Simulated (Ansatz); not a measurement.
Ge3N4 at a changed volume: ⁷³Ge NMR of the central transition

Cell: a structure deposited in the COD, relaxed with PBE at fixed cell and then changed (volume scaled by 1.06, ions relaxed).

Space group Fd-3m:1 (No. 227); a = 8.4721 Å.

```
site  Wyckoff  site symmetry       x       y       z
 Ge1      16d           .-3m  0.1250  0.1250  0.6250
 Ge5       8a           -43m  0.5000  0.5000  0.0000
   N      32e            .3m  0.8838  0.8838  0.3838
```

One atom of each set is listed; the run and its k-mesh use a cell of 14 atoms with edges of 5.99, 5.99, 5.99 Å.

Method: Kohn–Sham DFT in Ansatz, PBE, plane waves and PAW (field gradients read without the response of the frozen cores, which leaves them typically 4 to 6 % off), scalar-relativistic, 420 eV cutoff, Γ-centred 6×6×6 k-points, Fermi–Dirac smearing 0.02 eV.

⁷³Ge has I = 9/2 and Q = -196.0 mb (Pyykkö 2018); at 18.8 T its Larmor frequency is ν₀ = 28.0 MHz. Only the quadrupole interaction is simulated: positions count from each site's isotropic chemical shift, and J coupling is left out, as are shift anisotropy and dipolar coupling, which fast spinning averages.

**Question.** Simulate the second-order pattern (fast magic-angle spinning, Gaussian broadening 0.04 kHz) of site Ge1 (6 N at 2.05 Å).

**Answer.** The calculation gives C_Q = 4.29 MHz and η = 0.00, so ν_Q = 0.179 MHz and the centre of gravity lies at -32.6 ppm (-0.914 kHz).

```
offset (kHz)  height
      -2.364       0
      -2.271       4
      -2.178       6
      -2.084       6
      -1.991       7
      -1.898       7
      -1.804       7
      -1.711       7
      -1.618       8
      -1.525       8
      -1.431      86
      -1.338      74
      -1.245      55
      -1.152      49
      -1.058      45
      -0.965      44
      -0.872      44
      -0.778      46
      -0.685      49
      -0.592      55
      -0.499      66
      -0.405     100
      -0.312      93
      -0.219       0
```

An axis of threefold or higher order runs through Ge1, so V_zz lies along it and η is zero.

At this changed cell the PBE pressure is -10 GPa.
